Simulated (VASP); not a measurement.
Here is a VASP 6.6.1 calculation.

The input INCAR:

```
PREC = Accurate
ENCUT = 300
EDIFF = 1E-7
ISMEAR = 0
SIGMA = 0.03
LREAL = False
LASPH = True
NELM = 80
ALGO = Normal
ISIF = 2
LWAVE = False
LCHARG = False
IBRION = 2
NSW = 40
EDIFFG = -0.01
KPAR = 4
```

File KPOINTS:

```
regular mesh
0
Gamma
  4 4 1
```

POSCAR

```
Ge2H
1.0
    7.9549512900      0.0000000000      0.0000000000
    0.0000000000      7.9549512900      0.0000000000
    0.0000000000      0.0000000000     24.2116819000
Ge H
24 12
Selective dynamics
Direct
    0.0000000000      0.0953793200      0.6295176800  T T T
    0.0000000000      0.4046206800      0.6295176800  T T T
    0.5000000000      0.0953793200      0.6295176800  T T T
    0.5000000000      0.4046206800      0.6295176800  T T T
    0.2500000000      0.0000000000      0.5817618100  T T T
    0.2500000000      0.5000000000      0.5817618100  T T T
    0.7500000000      0.0000000000      0.5817618100  T T T
    0.7500000000      0.5000000000      0.5817618100  T T T
    0.2500000000      0.2500000000      0.5236803400  T T T
    0.2500000000      0.7500000000      0.5236803400  T T T
    0.7500000000      0.2500000000      0.5236803400  T T T
    0.7500000000      0.7500000000      0.5236803400  T T T
    0.0000000000      0.2500000000      0.4655988800  T T T
    0.0000000000      0.7500000000      0.4655988800  T T T
    0.5000000000      0.2500000000      0.4655988800  T T T
    0.5000000000      0.7500000000      0.4655988800  T T T
    0.0000000000      0.0000000000      0.4075174100  T T T
    0.0000000000      0.5000000000      0.4075174100  T T T
    0.5000000000      0.0000000000      0.4075174100  T T T
    0.5000000000      0.5000000000      0.4075174100  T T T
    0.2500000000      0.0000000000      0.3494359400  F F F
    0.2500000000      0.5000000000      0.3494359400  F F F
    0.7500000000      0.0000000000      0.3494359400  F F F
    0.7500000000      0.5000000000      0.3494359400  F F F
    0.2500000000      0.1545322800      0.3097678200  F F F
    0.2500000000      0.8454677200      0.3097678200  F F F
    0.2500000000      0.6545322800      0.3097678200  F F F
    0.2500000000      0.3454677200      0.3097678200  F F F
    0.7500000000      0.1545322800      0.3097678200  F F F
    0.7500000000      0.8454677200      0.3097678200  F F F
    0.7500000000      0.6545322800      0.3097678200  F F F
    0.7500000000      0.3454677200      0.3097678200  F F F
    0.0000000000      0.0325253800      0.6902321800  T T T
    0.0000000000      0.4674746200      0.6902321800  T T T
    0.5000000000      0.0325253800      0.6902321800  T T T
    0.5000000000      0.4674746200      0.6902321800  T T T
```

Potentials or basis: VASP PAW LDA potentials, release 64 (Ge, H).

The run is started by

```bash
$ cat potpaw_LDA.64/Ge/POTCAR potpaw_LDA.64/H/POTCAR > POTCAR
$ mpirun -np 4 vasp_std > vasp.out
```

**Question.** Predict the energy gained by relaxing.

**Answer.** 9.5 meV/atom.

**Question.** Predict the band gap on the k mesh.

**Answer.** 0.96 eV.

Final structure:
```xyz
36
Lattice="7.9550 0.0000 0.0000 0.0000 7.9550 0.0000 0.0000 0.0000 24.2117" Properties=species:S:1:pos:R:3 pbc="T T T"
Ge    7.9550    0.7483   15.3211
Ge    0.0000    3.2292   15.3211
Ge    3.9775    0.7483   15.3211
Ge    3.9775    3.2292   15.3211
Ge    1.9887    0.1134   14.0694
Ge    1.9887    3.8641   14.0694
Ge    5.9662    0.1134   14.0694
Ge    5.9662    3.8641   14.0694
Ge    1.9887    1.9887   12.5193
Ge    1.9887    5.9662   12.7821
Ge    5.9662    1.9887   12.5193
Ge    5.9662    5.9662   12.7821
Ge    0.0000    1.9887   11.1604
Ge    7.9550    5.9662   11.3277
Ge    3.9775    1.9887   11.1604
Ge    3.9775    5.9662   11.3277
Ge    0.0000    7.9236    9.8357
Ge    0.0000    4.0088    9.8357
Ge    3.9775    7.9236    9.8357
Ge    3.9775    4.0088    9.8357
Ge    1.9887    0.0000    8.4604
Ge    1.9887    3.9775    8.4604
Ge    5.9662    0.0000    8.4604
Ge    5.9662    3.9775    8.4604
H     1.9887    1.2293    7.5000
H     1.9887    6.7257    7.5000
H     1.9887    5.2068    7.5000
H     1.9887    2.7482    7.5000
H     5.9662    1.2293    7.5000
H     5.9662    6.7257    7.5000
H     5.9662    5.2068    7.5000
H     5.9662    2.7482    7.5000
H     0.0000    0.2087   16.7809
H     0.0000    3.7688   16.7809
H     3.9775    0.2087   16.7809
H     3.9775    3.7688   16.7809
```

 Expect the measured gap to be larger: semilocal functionals such as LDA lack the derivative discontinuity.
